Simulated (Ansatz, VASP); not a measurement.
MgI2 in VASP and in Ansatz

```
Mg I
1.0
     4.06876    0.00000    0.00000
    -2.03438    3.52365    0.00000
     0.00000    0.00000    7.08491
Mg I
1 2
Direct
  0.00000 0.00000 0.00000
  0.33333 0.66667 0.76134
  0.66667 0.33333 0.23866
```

Change from the starting cell: biaxial strain in the a-b plane, c and atoms relaxed: -1.5 %.

Alike in both runs: functional PBEsol; k mesh 6 × 6 × 4; occupations gaussian, width 0.02 eV; no spin polarisation.

Ansatz relaxed the structure, and its values are those at the end. VASP's run is a single point on that final structure, the one shown.

|  | VASP | Ansatz |
| --- | --- | --- |
| version | VASP 6.6.1 | Ansatz 0.2.0 |
| potentials or method | VASP PAW PBE potentials, release 64 (Mg, I) | scalar-relativistic, plane waves, PAW |
| plane-wave cutoff (eV) | 520 | 420 |
| valence electrons in the cell | 16 | 44 |

Ansatz gave:

```
gap on the k mesh at the Fermi level (eV) : 3.49
least direct gap on the mesh (eV)         : 3.73
pressure (GPa)                            : 0.6
```

Question: What did VASP give for the same quantities?

Answer: gap on the k mesh at the Fermi level (eV): 3.47; least direct gap on the mesh (eV): 3.72; pressure (GPa): 0.6.

With one functional, cell and mesh, what is left measures potentials, basis and numerics. The two sets of potentials don't hold the same shells in valence.

Caveats: the PAW data sets were made with another functional, which shifts forces and pressure a little (VASP); spin-orbit coupling is left out, which moves the levels of the heavy elements; this functional lacks dispersion, which binds the layers, so the pressure and a relaxed spacing across them are unreliable. A k mesh can miss the band edges.
